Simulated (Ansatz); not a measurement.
**Notes on a calculation: InP**

The computed numbers are results of PBE, scalar-relativistic (no spin polarisation) in the plane-wave PAW code Ansatz at 420 eV, 10×10×10 k-mesh, Gaussian smearing of 0.05 eV; PAW files: Ansatz's generated set soft_2.

The chain of runs began from a cell as deposited in COD, expanded in volume.

The first cell:

```xyz
2
Lattice="0.0000 2.8645 2.8645 2.8645 0.0000 2.8645 2.8645 2.8645 0.0000" Properties=species:S:1:pos:R:3 pbc="T T T"
In    0.0000    0.0000    0.0000
P     2.8645    2.8645    2.8645
```

The first steps of the search for zero pressure:

```
run  level    k-mesh        kind  V (Å³/atom)  P (GPa)  gap on the mesh (eV)
  1    PBE  10×10×10  fixed cell        23.50     -5.7                 metal
  2    PBE  10×10×10  fixed cell        22.61     -3.9                 metal
```

**Question.** At which volume does PBE reach zero pressure?

**Answer.** 21.25 Å³/atom, about 9.6 % under the start.

The steps that followed:

```
run  level    k-mesh        kind  V (Å³/atom)  P (GPa)  E − E(final) (meV/atom)  gap on the mesh (eV)
  3    PBE  10×10×10  fixed cell        21.17      0.3                      0.1                 metal
  4    PBE  10×10×10  fixed cell        21.25      0.0                      0.0                 metal
```

The cell is relaxed to zero pressure at this level.

The final structure (symmetry read at 0.01 Å). The structure is cubic, space group Fm-3m (No. 225). Conventional cell: a = 5.540 Å, b = 5.540 Å, c = 5.540 Å, α = 90.00°, β = 90.00°, γ = 90.00°. In (site symmetry m-3m) is surrounded by 6 P at 2.77 Å. P (site symmetry m-3m) has 6 In at 2.77 Å as nearest neighbours. (Neighbours are counted to 15 % beyond the shortest distance.)

- At the final geometry the gap, band path included, is zero (metallic).
- The equation of state gives B0 = 74 GPa and B0′ = 4.8.
- Against the elements' standard states, run alike and uncorrected, the formation energy is 0.00 eV/atom.
